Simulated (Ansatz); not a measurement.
**CaO: a trigonal deformation path**

One table from this session's results is given with a row withheld; the runs are named, their logs left out.

The COD cell was measured well above room temperature, so it is larger than a cold one.

Method: DFT PBE, scalar-relativistic, plane waves, PAW, in Ansatz 0.2.0.

## Starting point

It takes space group Fm-3m (No. 225, cubic). The conventional cell has a = 4.898 Å, b = 4.898 Å, c = 4.898 Å, α = 90.00°, β = 90.00°, γ = 90.00°. Ca (site symmetry m-3m) has 6 O at 2.45 Å in its first shell of neighbours. Around O (site symmetry m-3m) lie 6 Ca at 2.45 Å.

Coordinates:

```cif
data_structure
_symmetry_space_group_name_H-M 'Fm-3m'
_symmetry_Int_Tables_number 225
_cell_length_a 4.8980
_cell_length_b 4.8980
_cell_length_c 4.8980
_cell_angle_alpha 90.000
_cell_angle_beta 90.000
_cell_angle_gamma 90.000
_cell_volume 117.50
loop_
_atom_site_label
_atom_site_type_symbol
_atom_site_symmetry_multiplicity
_atom_site_Wyckoff_symbol
_atom_site_fract_x
_atom_site_fract_y
_atom_site_fract_z
_atom_site_occupancy
Ca1 Ca 4 a 0.00000 0.00000 0.00000 1
O1 O 4 b 0.50000 0.00000 0.00000 1
```

No relaxation comes first: the listed cell is the starting point.

## Zero of energy

Reference values: F = -2387.7074 eV; pressure -3.99 GPa; largest force 0.000 eV/Å; gap on the mesh 3.66 eV. It was computed beforehand with the settings of the runs below.

Set-up of the first run:

At fixed volume and fractional coordinates, lengths along (0.577, 0.577, 0.577) are scaled against those across it; ρ is that ratio over its starting value.

The input, input.yaml:

```yaml
crystal:
  lattice:
    - [-1.0285155504, 2.0570311008, 2.0570311008]
    - [2.0570311008, -1.0285155504, 2.0570311008]
    - [2.0570311008, 2.0570311008, -1.0285155504]
  atoms:
    - { symbol: Ca, position: [0.0, 0.0, 0.0] }
    - { symbol: O, position: [0.5, 0.5, 0.5] }
basis:
  ecutwfc: 420
kpoints:
  mp_grid: { grid: [10, 10, 10] }
hamiltonian:
  xc: pbe
scf:
  occupations: { method: gaussian, width: 0.05 }
output:
  forces: true
  stress: true
  eigenvalues: true
  write_density: true
  write_potential: true
  elf: true
  volumetric_format: npy
```

Started as:

```
ansatz run input.yaml --threads 1 --pin off --max-ram 2560MiB --backend cpu --events-out ev --progress --plain --runs-dir out
```

Among the steps run: Point ρ = 0.500; ρ = 2.000; At ρ = 0.710; Point ρ = 1.410; At ρ = 0.600; At ρ = 0.850; At ρ = 1.200; Point ρ = 1.700; At ρ = 0.930; Point ρ = 1.080.

One of the session's tables, all rows but one given; the rest of the session is left out.

It belongs to the step «The scan collected». The scan, with free energies counted from the undisturbed cell:

| ρ | ΔE (meV/atom) | pressure (GPa) | gap on the mesh (eV) |
| --- | --- | --- | --- |
| 0.500 | 568.8 | -11.6 | 2.77 |
| 0.600 | 498.3 | -10.0 | 3.16 |
| 0.710 | 320.7 | -7.1 | 3.05 |
| 0.850 | ? | ? | ? |
| 0.930 | 22.0 | -4.1 | 3.48 |
| 1.000 | 0.0 | -4.0 | 3.66 |
| 1.080 | 29.3 | -4.1 | 3.51 |
| 1.200 | 182.1 | -4.7 | 3.04 |
| 1.410 | 734.3 | -5.5 | 1.09 |
| 1.700 | 1903.4 | -3.1 | 0.00 |
| 2.000 | 3035.3 | 0.4 | 0.00 |

**Question.** Estimate the row for ρ = 0.850.

Worked estimate for «ΔE (meV/atom)». A straight line through the neighbours (0.710, 320.7) and (0.930, 22.0) gives 320.7 + (22.0 − 320.7) × (0.850 − 0.710) / (0.930 − 0.710) = 130.6; a parabola fitted to 4 rows on both sides gives 118.0.

The run gave: ΔE (meV/atom): 97.6; pressure (GPa): -4.7; gap on the mesh (eV): 3.25. In «ΔE (meV/atom)» the line misses by +33.0 and the parabola by +20.4.

Where the gap reads zero, the mesh chosen for the insulator is on the coarse side.

Caveats from the session: Spin polarisation is off in the runs that give these values; a magnetic solution could lie lower.
